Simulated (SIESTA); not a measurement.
Runs of SIESTA 5.4.2 on NbP. Symmetry: I4_1md, No. 109, tetragonal system. The conventional cell has a = 3.350 Å, b = 3.350 Å, c = 11.480 Å, α = 90.00°, β = 90.00°, γ = 90.00°. Around Nb (site symmetry 2mm) lie 6 P at 2.55 Å. P (site symmetry 2mm) has 6 Nb at 2.55 Å as nearest neighbours. The cell is a database's computed one.

```csv
task,level,potentials or basis,cell,gap on the mesh (eV),pressure (GPa),largest force (eV/Å)
band structure,BLYP,"PseudoDojo 0.4 standard (PBE files), DZP (energy shift 0.003 Ry; two zetas on semicore shells)",as given,none,(b),(a)
single point,PBEsol,"PseudoDojo 0.4 standard (PBEsol files), DZP (energy shift 0.003 Ry; two zetas on semicore shells)","atoms moved at random, drawn with an rms of 0.05 Å",none,-3.9,1.29
single point,PBEsol,"PseudoDojo 0.4 standard (PBEsol files), DZP (energy shift 0.003 Ry; two zetas on semicore shells)",as given,none,-4.5,0.03
band structure,AM05,"PseudoDojo 0.4 standard (PBEsol files), DZP (energy shift 0.003 Ry; two zetas on semicore shells)",as given,none,-5.7,0.03
band structure,vdW-DF-cx,"PseudoDojo 0.4 standard (PBE files), DZP (energy shift 0.003 Ry; two zetas on semicore shells)",as given,none,-2.4,0.03
```

Alike in all rows: no spin polarisation; k mesh 11 × 11 × 11; smearing fermi-dirac 0.05 eV; grid cutoff 800 Ry; energy shift 0.003 Ry.

Problem. Fill in the values left out.

Solution. (a) 0.01; (b) 9.7.

Caveats: the basis of atomic orbitals isn't converged, which shifts pressures, moduli and gaps; the potentials were made for another functional, which shifts forces and pressure (some runs).

A k mesh can miss the band edges, and the runs leave out spin-orbit coupling on Nb.

A gap of «none» marks a metal or a gap under the smearing width.
